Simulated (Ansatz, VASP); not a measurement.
**Ca in VASP and in Ansatz**

Contents of INCAR:

```
ALGO = Fast ; EDIFF = 1E-7
ENCUT = 520 ; GGA = PE
ISIF = 2 ; ISMEAR = 0
LASPH = T ; LCHARG = F
LREAL = F ; LWAVE = F
NBANDS = 11 ; NELM = 60
PREC = Accurate ; SIGMA = 0.15
```

Contents of KPOINTS:

```
k-points
0
Gamma
  14 14 14
```

Contents of POSCAR:

```
Ca
1.0
    0.0000000000      2.7522870000      2.7942000000
    2.7522870000      0.0000000000      2.7942000000
    2.7522870000      2.7522870000      0.0000000000
Ca
1
Direct
    0.0000000000      0.0000000000      0.0000000000
```

Input for Ansatz:

```yaml
crystal:
  lattice:
    - [0.0, 2.752287, 2.7942]
    - [2.752287, 0.0, 2.7942]
    - [2.752287, 2.752287, 0.0]
  atoms:
    - { symbol: Ca, position: [0.0, 0.0, 0.0] }
basis:
  ecutwfc: 420
kpoints:
  mp_grid: { grid: [14, 14, 14] }
hamiltonian:
  xc: pbe
scf:
  occupations: { method: gaussian, width: 0.15 }
output:
  forces: true
  stress: true
  eigenvalues: true
```

Change from the starting cell: strain -0.015 along x and y, +0.000 along z, atoms carried along.

Alike in both runs: task single point; functional PBE; k mesh 14 × 14 × 14; occupations gaussian, width 0.15 eV; no spin polarisation.

```csv
,VASP,Ansatz
version,VASP 6.6.1,Ansatz 0.2.0
potentials or method,"VASP PAW PBE potentials, release 64 (Ca_sv)","scalar-relativistic, plane waves, PAW"
plane-wave cutoff (eV),520,420
valence electrons in the cell,10,10
```

```csv
,VASP,Ansatz,Ansatz less VASP
gap on the k mesh at the Fermi level (eV),none,none,-
pressure (GPa),0.0,-0.1,-0.01
largest component of the traceless stress (GPa),0.09,0.08,0.000
```

A gap of «none» marks a metal or a gap that the smearing closes.
